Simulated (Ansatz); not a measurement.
# Zone-centre phonons of C: input and output

Level of theory: Ansatz 0.2.0, DFT PBEsol, scalar-relativistic, plane waves, PAW.

Launched with:
```bash
ansatz run input.yaml --threads 1 --pin off --max-ram 4096MiB --backend cpu --events-out ev --progress --plain --runs-dir out
```

Input (bare energies are in eV):
```yaml
crystal:
  lattice:
    - [0.0, 1.7769046136, 1.7769046136]
    - [1.7769046136, 0.0, 1.7769046136]
    - [1.7769046136, 1.7769046136, 0.0]
  atoms:
    - { symbol: C, position: [0.0, 0.0, 0.0] }
    - { symbol: C, position: [0.25, 0.25, 0.25] }
basis:
  ecutwfc: 420
kpoints:
  mp_grid: { grid: [12, 12, 12] }
hamiltonian:
  xc: pbesol
scf:
  occupations: { method: fixed }
output:
  eigenvalues: true
phonons:
  method: dfpt
  dielectric: true
  rigid_motions: translations
  raman: true
  eigenvectors: true
```

The end of the output:
```
--- Phonons (Γ-DFPT): 1 representative perturbation + reference, on 280 of 1728 k-points (Σ response iterations 3) ---
  k mesh reduced under 4 symmetry operations, with k and −k counted as one. Each operation leaves every solved perturbation unchanged. A smaller set is not considered because the run solves the response ...
  ASR residual: 2.713e-7 → 0.000e0 eV/Å²; symmetrization residual: 6.395e-14 eV/Å²
  ASR residual per site (eV/Å²): 2.71e-7 2.71e-7
  Γ frequencies (cm⁻¹): 0.00 0.00 0.00 1306.21 1306.21 1306.21
  ε∞ (high-frequency dielectric tensor):
        5.868164    -0.000000    -0.000000
       -0.000000     5.868164     0.000000
       -0.000000     0.000000     5.868164
  ε⁰ (static dielectric tensor: ions relaxed, cell fixed):
        5.868164    -0.000000    -0.000000
       -0.000000     5.868164     0.000000
       -0.000000     0.000000     5.868164
  ε⁰ − ε∞ (ionic part):
        0.000000     0.000000     0.000000
        0.000000     0.000000    -0.000000
        0.000000    -0.000000     0.000000
  softest optical mode at Γ: 1306.21 cm⁻¹; the repairs (sum rule, projections) moved no ω² at Γ by more than (0.08 cm⁻¹)²
  Born effective charges Z* (e; rows j = field, columns β = displacement):
    site 0:
        -0.00000   -0.00000    0.00000
         0.00000   -0.00000   -0.00000
        -0.00000    0.00000   -0.00000
    site 1:
         0.00000    0.00000   -0.00000
         0.00000    0.00000    0.00000
         0.00000   -0.00000    0.00000
  Z* charge neutrality: 3.645e-4 e pre-enforcement
  solved inside a basis spanned on kpoints, on 12×12×12 k-points transformed towards the longest dipole: ε∞ is read to err by 1.6e-2, Z* by 4.3e-3 e (field_mesh: kpoints solves on kpoints)
  Raman tensors (in the event stream and the table raman_tensors.tsv): an entry may err by 9.1e-4 Å², one of the second-order susceptibility by 5.7e-20 pm/V (basis, points and sum rule); their sum over the sites missed zero by 8.882e-16 Å² ...
  optical modes at Γ without the LO–TO term, one row a degenerate level:
      ω (cm⁻¹) modes IR ((D/Å)²/amu) static Raman (Å⁴/amu) depolarisation
       1306.21      3             0.0000               227.1909           0.750
  optical modes at Γ + LO–TO along q̂ = [1.0000, 0.0000, 0.0000]:
      ω (cm⁻¹) modes IR ((D/Å)²/amu) static Raman (Å⁴/amu) depolarisation
       1306.21      3             0.0000               227.1909           0.750
  optical modes at Γ + LO–TO along q̂ = [0.0000, 1.0000, 0.0000]:
      ω (cm⁻¹) modes IR ((D/Å)²/amu) static Raman (Å⁴/amu) depolarisation
       1306.21      3             0.0000               227.1909           0.750
  optical modes at Γ + LO–TO along q̂ = [0.0000, 0.0000, 1.0000]:
      ω (cm⁻¹) modes IR ((D/Å)²/amu) static Raman (Å⁴/amu) depolarisation
       1306.21      3             0.0000               227.1909           0.750
```

Time: 59 s on 1 thread of Intel(R) Xeon(R) Platinum 8559C (Emerald Rapids), with other jobs on the host, peak memory 0.76 GiB.